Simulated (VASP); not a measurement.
Crystal: WC.

```xyz
4
Lattice="0.0000 2.8868 2.8868 2.8868 0.0000 2.8868 2.8868 2.8868 0.0000" Properties=species:S:1:pos:R:3 pbc="T T T"
W     2.8868    2.8868    2.8868
W     4.3302    4.3302    4.3302
C     0.0000    0.0000    0.0000
C     1.4434    1.4434    1.4434
```

The cell was built by a generator and needn't be a form met in nature.

Base run:

- Program: VASP 6.6.1
- Functional: TPSS
- Potentials or basis: VASP PAW PBE potentials, release 64 (W_sv, C)
- Cutoff: 520 eV
- k mesh: 6 × 6 × 6
- Occupations: fermi-dirac, width 0.05 eV
- Spin: no spin polarisation

Its results: pressure 0.4 GPa.

**Question.** The run is repeated on the same cell with these changes: functional from TPSS to r2SCAN. What comes out?

**Answer.** Pressure -1.6 GPa.

Caveats: the PAW data sets were made with another functional, which shifts forces and pressure a little.
